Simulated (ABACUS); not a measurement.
P under changes of volume

One of the cells (16.144 Å³/atom); the others are scaled copies at fixed shape and fractional positions:

```
P
1.0
     1.72573    0.99635    3.12968
    -1.72573    0.99635    3.12968
     0.00000   -1.99270    3.12968
P
2
Cartesian
  0.0000 0.0000 7.2570
  0.0000 0.0000 2.1321
```

This isn't the form of P at room conditions, which is orthorhombic.

| Item | Value |
| --- | --- |
| Program | ABACUS 3.10.1 |
| Functional | PBE |
| Potentials or basis | PseudoDojo NC SR 0.4.1 PBE standard |
| Cutoff | 599 eV |
| Density cutoff | 2395 eV |
| Basis | plane waves |
| k mesh | 9 × 9 × 9 |
| Occupations | fermi-dirac, width 0.05 eV |
| Spin | no spin polarisation |

```tsv
volume (Å³/atom)	energy over the lowest point (meV/atom)	pressure (GPa)	largest force (eV/Å)
15.175	31.67	8.3	0.659
15.498	17.43	5.9	0.504
15.821	?	?	?
16.144	2.18	1.9	0.249
16.467	0.00	0.2	0.109
16.789	1.25	-1.5	0.026
17.112	5.69	-3.0	0.150
```

Question: What does the run at 15.821 Å³/atom give?

Answer: Energy over the lowest point 7.78 meV/atom; pressure 3.8 GPa; largest force 0.375 eV/Å.

Worked out: A Birch-Murnaghan fit of order 3 (a polynomial in V^(-2/3)) to the other rows has its minimum at 16.50 Å³/atom with B0 = V·E''(V) = 84 GPa and B' = 3.7 at fixed shape and positions, which overstates the stiffness. It gives 7.78 meV/atom at 15.821 Å³/atom, against the run's 7.78, and -dE/dV = 3.8 GPa, against 3.8.

Energies are extrapolated to zero smearing.
